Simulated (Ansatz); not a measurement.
Ta (Fm-3m): electronic heat capacity and spin susceptibility from the density of states

Computed with DFT PBE, scalar-relativistic, plane waves, PAW in Ansatz 0.2.0.

Settings: cutoff 420 eV, Γ-centred mesh 18×18×18 on the computed 1-atom cell, Gaussian smearing of 0.10 eV; no spin polarisation.

Relaxed cell: Fm-3m, a = 4.223 Å, b = 4.223 Å, c = 4.223 Å, α = 90.00°, β = 90.00°, γ = 90.00°, 1 atom in the primitive cell. This fcc form isn't the element's structure at ambient conditions.

The density of states at the Fermi level is 1.211 states/eV in the cell of 1 atom (1 formula unit; both spins, tetrahedra on a 27×27×27 mesh).

**Question.** What Sommerfeld coefficient and Pauli susceptibility does this give?

**Answer.** Per formula unit N(E_F) = 1.211 states/eV. γ = (π²/3) k_B² N(E_F) N_A = 2.357 mJ/(mol K²) per state/eV, so γ = 2.9 mJ/(mol K²), a mole of formula units. χ_P = μ_B² N(E_F) N_A = 3.23×10⁻⁵ emu/mol per state/eV gives 3.9×10⁻⁵ emu/mol. This is the bare band result: a measured γ of the same phase is as a rule larger by a factor 1 + λ from phonons and spin fluctuations, the spin part of χ is larger by the Stoner factor, and a measured χ also holds orbital and core terms. N(E_F) at one energy is sensitive to the mesh where the density of states has sharp peaks.

Spin-orbit coupling is left out, which matters for the bands of heavy elements.